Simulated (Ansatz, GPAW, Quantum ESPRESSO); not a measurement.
## BaTiO3: 4 runs at one level of theory

```
Ba Ti O
1.0
     3.98550    0.00000    0.00000
     0.00000    2.83690    2.84515
     0.00000   -2.83690    2.84515
Ba Ti O
1 1 3
Direct
  0.00000 0.00000 0.00000
  0.50000 0.51240 0.51240
  0.50000 0.99184 0.50524
  0.50000 0.50524 0.99184
  0.00000 0.48740 0.48740
```

Alike in all runs: task single point; functional PBEsol; k mesh 7 × 7 × 7; occupations fermi-dirac, width 0.05 eV; no spin polarisation; no spin-orbit coupling. Pressure is positive in compression and, in plane waves, holds the error of the finite cutoff, which Ansatz's Pulay term estimates and takes out.

```csv
program and potentials,plane-wave cutoff (eV),notes,pressure (GPa),largest force (eV/Å)
"Ansatz, Ansatz PAW",420,"potentials made for PBE, which Ansatz adapts in part; Pulay term of +0.59 GPa included",-3.94,0.287
"GPAW, PAW data sets generated for this functional",800,-,-2.46,0.255
"Quantum ESPRESSO, GBRV 1.5 PBEsol",612,-,?,?
"Ansatz, all-electron LAPW, scalar-relativistic",-,-,-3.94,0.290
```

Task: Estimate from the other rows what the run with Quantum ESPRESSO, GBRV 1.5 PBEsol gave.

Result: Pressure -2.93 GPa; largest force 0.285 eV/Å. The other rows, which needn't bracket it: pressure -3.94 to -2.46; largest force 0.255 to 0.290.
